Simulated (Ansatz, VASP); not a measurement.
## One calculation of Mo, two programs

File INCAR:

```
PREC = Accurate
ENCUT = 600
EDIFF = 1E-7
ISMEAR = -1
SIGMA = 0.05
LREAL = False
LASPH = True
NELM = 80
ALGO = Fast
ISIF = 3
LWAVE = False
LCHARG = False
GGA = PS
IBRION = 2
NSW = 40
EDIFFG = -0.01
```

File KPOINTS:

```
regular mesh
0
Gamma
  12 12 12
```

File POSCAR:

```
Mo
1.0
   -1.5838089719      1.5838089719      1.5838089719
    1.5838089719     -1.5838089719      1.5838089719
    1.5838089719      1.5838089719     -1.5838089719
Mo
1
Direct
    0.0000000000      0.0000000000      0.0000000000
```

input.yaml

```yaml
crystal:
  lattice:
    - [-1.5838089719, 1.5838089719, 1.5838089719]
    - [1.5838089719, -1.5838089719, 1.5838089719]
    - [1.5838089719, 1.5838089719, -1.5838089719]
  atoms:
    - { symbol: Mo, position: [0.0, 0.0, 0.0] }
hamiltonian:
  xc: pbesol
  pseudopotentials: { kind: paw }
kpoints:
  mp_grid: { grid: [12, 12, 12] }
scf:
  occupations: { method: fermi_dirac, width: 0.05 }
output:
  forces: true
  stress: true
  eigenvalues: true
relax:
  f_tol: 0.01
  max_steps: 40
  cell: { stress_tol: 0.05 }
```

Alike in both runs: task relaxation of cell and atoms; functional PBEsol; k mesh 12 × 12 × 12; occupations fermi-dirac, width 0.05 eV; no spin polarisation.

```csv
,VASP,Ansatz
version,VASP 6.6.1,Ansatz 0.2.0
potentials or method,"VASP PAW PBE potentials, release 64 (Mo_sv)",Ansatz PAW
plane-wave cutoff (eV),600,420
valence electrons in the cell,14,14
```

VASP gave:

* gap on the k mesh at the Fermi level, each at its own relaxed structure (eV): none
* relaxed volume (Å³/atom): 15.35
* relaxed cell length with the largest relative difference (Å): 2.712
* energy change over the relaxation (meV/atom): -16

Q: What did Ansatz give for the same quantities?

A: gap on the k mesh at the Fermi level, each at its own relaxed structure (eV): none; relaxed volume (Å³/atom): 15.32; relaxed cell length with the largest relative difference (Å): 2.710; energy change over the relaxation (meV/atom): -18.

A gap of «none» marks a metal or a gap that the smearing closes.

Caveats: the PAW data sets were made with another functional, which shifts forces and pressure a little (VASP); the plane-wave basis is chosen anew once the cell has moved, so the energies of steps on either side of that aren't comparable (Ansatz); the PAW data sets come from PBE, with cores solved anew for the run's functional, which leaves a small shift of forces and pressure (Ansatz).
